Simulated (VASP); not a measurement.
# TiO2 (Anatase) (I4_1/amd) in VASP: further runs

Runs on TiO2 (Anatase). Level: PBE. Tasks: single point.

All numbers are computed with VASP 6.6.1; they aren't measurements. Logs are shortened: lines on timing, memory, paths and dates and some standing lists are left out, and cuts for length are marked.

**1. Starting point**

The structure is tetragonal, space group I4_1/amd (No. 141). Conventional cell: a = 3.784 Å, b = 3.784 Å, c = 9.515 Å, α = 90.00°, β = 90.00°, γ = 90.00°. Ti (site symmetry -4m2) has 6 O at 1.93 to 1.98 Å as nearest neighbours. O (site symmetry 2mm) has 3 Ti at 1.93 to 1.98 Å as nearest neighbours.

**2. Single point, PBE**

Contents of INCAR:

```
SYSTEM = TiO2
ADDGRID = .FALSE.
ALGO = Normal
EDIFF = 1E-7
ENCUT = 900
GGA = PE
ISIF = 2
ISMEAR = 0
LASPH = .TRUE.
LCHARG = .FALSE.
LREAL = .FALSE.
LWAVE = .FALSE.
NELM = 100
PREC = Accurate
SIGMA = 0.05
```

Contents of KPOINTS:

```
k-points
0
G
  7 7 7
  0 0 0
```

Contents of POSCAR:

```
TiO2
1.0
   -1.8921000000      1.8921000000      4.7573000000
    1.8921000000     -1.8921000000      4.7573000000
    1.8921000000      1.8921000000     -4.7573000000
Ti O
2 4
Direct
    0.7634100000      0.2505420000      0.5022120000
    0.0240310000     -0.0225460000     -0.0109780000
    0.8032660000      0.7916050000      0.0039110000
    0.5255800000      0.0234350000      0.4817660000
    0.9615640000      0.4693800000      0.5068500000
    0.1853180000      0.2146180000     -0.0384270000
```

Potentials or basis: VASP PAW PBE potentials, release 64 (Ti, O).

On the command line:

```
> cat potpaw_PBE.64/Ti/POTCAR potpaw_PBE.64/O/POTCAR > POTCAR
> mpirun -np 1 vasp_std > vasp.out
```

OUTCAR:

```text
SYSTEM = TiO2
   EDIFF = 1E-7
   ENCUT = 900
   GGA = PE
   ISIF = 2
   ISMEAR = 0
   LASPH = .TRUE.
   LREAL = .FALSE.
   NELM = 100
   PREC = Accurate

 Found    172 irreducible k-points:

 Following reciprocal coordinates:
            Coordinates               Weight
  0.000000  0.000000  0.000000      1.000000
  0.142857  0.000000  0.000000      2.000000
  0.000000  0.142857  0.000000      2.000000
  0.000000  0.142857 -0.142857      2.000000
  0.142857  0.000000 -0.142857      2.000000
  0.285714  0.000000  0.000000      2.000000
   k-points           NKPTS =    172   k-points in BZ     NKDIM =    172   number of bands    NBANDS=     20
   number of dos      NEDOS =    301   number of ions     NIONS =      6
   total plane-waves  NPLWV = 157464
   dimension x,y,z NGX =    54 NGY =   54 NGZ =   54
   dimension x,y,z NGXF=   108 NGYF=  108 NGZF=  108
   ions per type =               2   4
   NGX,Y,Z   is equivalent  to a cutoff of  16.45, 16.45, 16.45 a.u.
   NGXF,Y,Z  is equivalent  to a cutoff of  32.89, 32.89, 32.89 a.u.
 SYSTEM =  TiO2
   PREC   = accura    normal or accurate (medium, high low for compatibility)
   ISTART =      0    job   : 0-new  1-cont  2-samecut
   ICHARG =      2    charge: 1-file 2-atom 10-const
   ISPIN  =      1    spin polarized calculation?
   LNONCOLLINEAR =      F non collinear calculations
   LSORBIT =      F    spin-orbit coupling
   LASPH  =      T    aspherical Exc in radial PAW
   ENCUT  =  900.0 eV  66.15 Ry    8.13 a.u.  13.35 13.35 13.35*2*pi/ulx,y,z
   NELM   =    100;   NELMIN=  2; NELMDL= -5     # of ELM steps
   EDIFF  = 0.1E-06   stopping-criterion for ELM
   LREAL  =      F    real-space projection
   EDIFFG = 0.1E-05   stopping-criterion for IOM
   NSW    =      0    number of steps for IOM
   IBRION =     -1    ionic relax: 0-MD 1-quasi-New 2-CG
   NFREE  =      0    steps in history (QN), initial steepest desc. (CG)
   ISIF   =      2    stress and relaxation
   ISYM   =      2    0-nonsym 1-usesym 2-fastsym
   POTIM  = 0.5000    time-step for ionic-motion
   TEBEG  =    0.0;   TEEND  =   0.0 temperature during run
   PSTRESS=    0.0 pullay stress
   NELECT =      32.0000    total number of electrons
   NUPDOWN=      -1.0000    fix difference up-down
   EMIN   =  10.00;   EMAX   =-10.00  energy-range for DOS
[... 5 lines left out ...]
     AMIX     =   0.40;   BMIX     =  1.00
     AMIX_MAG =   1.60;   BMIX_MAG =  1.00
  volume/ion in A,a.u.               =      11.35        76.62
  Fermi-wavevector in a.u.,A,eV,Ry     =   1.272590  2.404847 22.034444  1.619486
  Thomas-Fermi vector in A             =   2.405460
   LORBIT       =      0    0 simple, 1 ext, 2 COOP (PROOUT), +10 PAW based schemes
   GGA     = PE    functional components
   LHFCALC =     F    Hartree Fock is set to
   AEXX    =    0.0000 exact exchange contribution
   IVDW    =     0    specifies the selected vdW correction
   LEPSILON=     F    determine dielectric tensor
   LRPA    =     F    only Hartree local field effects (RPA)
 non-spin polarized calculation
 Gauss-broadening in eV      SIGMA  =   0.05
  energy-cutoff  :      900.00
  volume of cell :       68.13
 maximum number of plane-waves:      4207
 NGX is ok and might be reduce to    54
   NGX = 27   NGY = 27   NGZ = 27

 number of electron      32.0000000 magnetization

 Free energy of the ion-electron system (eV)
  ---------------------------------------------------
  ext. energy  EPLUGINS =         0.00000000
  ---------------------------------------------------
  free energy    TOTEN  =       -52.52698950 eV

  energy without entropy =      -52.52698950  energy(sigma->0) =      -52.52698950

 E-fermi :   1.0112     XC(G=0): -10.5280

 val. band max:        0.8008619594   @ k =  -0.4286   0.4286   0.0000
 cond. band min:       2.9939326773   @ k =   0.0000   0.0000   0.0000
 fundamental gap:      2.1930707178
 Fermi energy:         1.0112223956

 k-point     1 :       0.0000    0.0000    0.0000
  band No.  band energies     occupation
      1     -16.9507      2.00000
      2     -16.0555      2.00000
      3     -15.8447      2.00000
      4     -15.5309      2.00000
      5      -3.1911      2.00000
      6      -3.0632      2.00000
[... 12 lines left out ...]
     19       4.2105      0.00000
     20       4.3991      0.00000

 k-point     2 :       0.1429    0.0000    0.0000
  band No.  band energies     occupation
      1     -16.8552      2.00000
      2     -16.0082      2.00000
      3     -15.7977      2.00000
      4     -15.5188      2.00000
      5      -3.2105      2.00000
      6      -3.1167      2.00000
[... 12 lines left out ...]
     19       3.9489      0.00000
     20       4.3147      0.00000

 k-point     3 :       0.0000    0.1429    0.0000
  band No.  band energies     occupation
      1     -16.8530      2.00000
      2     -16.0246      2.00000
      3     -15.8147      2.00000
      4     -15.5155      2.00000
      5      -3.4420      2.00000
      6      -3.1163      2.00000
[... 12 lines left out ...]
     19       4.0245      0.00000
     20       4.2179      0.00000

 k-point     4 :       0.0000    0.1429   -0.1429
  band No.  band energies     occupation
      1     -16.8523      2.00000
      2     -16.0083      2.00000
      3     -15.8003      2.00000
      4     -15.5194      2.00000
      5      -3.1994      2.00000
      6      -3.1395      2.00000
[... 12 lines left out ...]
     19       3.9246      0.00000
     20       4.3259      0.00000

 k-point     5 :       0.1429    0.0000   -0.1429
  band No.  band energies     occupation
      1     -16.8546      2.00000
      2     -16.0241      2.00000
      3     -15.8134      2.00000
      4     -15.5157      2.00000
      5      -3.4368      2.00000
      6      -3.1314      2.00000
[... 12 lines left out ...]
     19       4.0418      0.00000
     20       4.1945      0.00000

 k-point     6 :       0.2857    0.0000    0.0000
  band No.  band energies     occupation
      1     -16.6430      2.00000
      2     -15.8929      2.00000
      3     -15.6976      2.00000
      4     -15.4738      2.00000
      5      -3.6918      2.00000
      6      -3.1863      2.00000
[... 12 lines left out ...]
     19       4.1870      0.00000
     20       4.3835      0.00000

 [... further k-points ...]
[... 5 lines left out ...]
  --------------------------------------------------------------------------------------
  -------------------------------------------------------------------------------------
  Total        5.7090518      7.9884174      1.5258505      0.1867510      0.3635021      0.4090515
  in kB      134.2659415    187.8722464     35.8850766      4.3920241      8.5488727      9.6201070
  external PRESSURE =     119.3410882 kB  Pullay stress =       0.0000000 kB

 VOLUME and BASIS-vectors are now :
 -----------------------------------------------------------------------------
  energy-cutoff  :      900.00
  volume of cell :       68.13
      direct lattice vectors                 reciprocal lattice vectors
    -1.892100000  1.892100000  4.757300000     0.000000000  0.264256646  0.105101633
     1.892100000 -1.892100000  4.757300000     0.264256646  0.000000000  0.105101633
     1.892100000  1.892100000 -4.757300000     0.264256646  0.264256646  0.000000000

 POSITION                                       TOTAL-FORCE (eV/Angst)
 -----------------------------------------------------------------------------------
     -0.02016      1.92063      2.43450         0.093296     -1.694654      0.032258
      3.67530      0.06736      0.05929         1.316768     -0.988132     -0.408894
     -0.01466      0.02946      7.56867         0.151129     -0.552190     -0.022820
     -0.03856      1.86166      0.31992         0.272358      0.590810      1.251392
      0.02775      1.89027      4.39619        -1.813684     -0.237794      0.138124
      1.87483      1.76395     -2.67188        -0.019866      2.881961     -0.990060
 -----------------------------------------------------------------------------------
    total drift:                               -0.000082      0.000302     -0.000100

  FREE ENERGIE OF THE ION-ELECTRON SYSTEM (eV)
  ---------------------------------------------------
  free  energy   TOTEN  =       -52.5269895034 eV

  energy  without entropy=      -52.5269895034  energy(sigma->0) =      -52.52698950
```

Wall time 13 min (1 thread of Intel Xeon Platinum 8488C (Sapphire Rapids), shared host); peak memory 0.71 GiB.

These settings aren't checked as converged: the numbers below hold their error.

Results:

```yaml
Free_energy: -52.5270 eV
Pressure: 11.9 GPa
Largest_force: 3.047 eV/Å
Band_gap_on_the_k_mesh: 2.19 eV, indirect (least direct gap 2.63 eV)
```

Caveat: an odd mesh through Γ misses points on the zone boundary, where band edges often lie.

**3. Single point, PBE**

INCAR: that of step 2 with these lines changed.

```diff
@@ -4,3 +4,3 @@
 EDIFF = 1E-7
-ENCUT = 900
+ENCUT = 650
 GGA = PE
```

Contents of KPOINTS:

```
k-points
0
G
  9 9 9
  0 0 0
```

Contents of POSCAR:

```
TiO2
1.0
   -1.8921000000      1.8921000000      4.7573000000
    1.8921000000     -1.8921000000      4.7573000000
    1.8921000000      1.8921000000     -4.7573000000
Ti O
2 4
Direct
    0.7500000000      0.2500000000      0.5000000000
    0.0000000000      0.0000000000      0.0000000000
    0.7919000000      0.7919000000      0.0000000000
    0.5419000000      0.0419000000      0.5000000000
    0.9581000000      0.4581000000      0.5000000000
    0.2081000000      0.2081000000      0.0000000000
```

Potentials or basis: VASP PAW PBE potentials, release 64 (Ti, O).

On the command line:

```
> cat potpaw_PBE.64/Ti/POTCAR potpaw_PBE.64/O/POTCAR > POTCAR
> mpirun -np 1 vasp_std > vasp.out
```

Wall time 3.7 min (1 thread of Intel Xeon Platinum 8488C (Sapphire Rapids), shared host); peak memory 0.38 GiB.

These settings aren't checked as converged: the numbers below hold their error.

Results:

```
Free energy            : -52.9320 eV
Pressure               : 8.2 GPa
Largest force          : 0.164 eV/Å
Band gap on the k mesh : 1.94 eV, indirect (least direct gap 2.27 eV)
```

Caveat: an odd mesh through Γ misses points on the zone boundary, where band edges often lie.
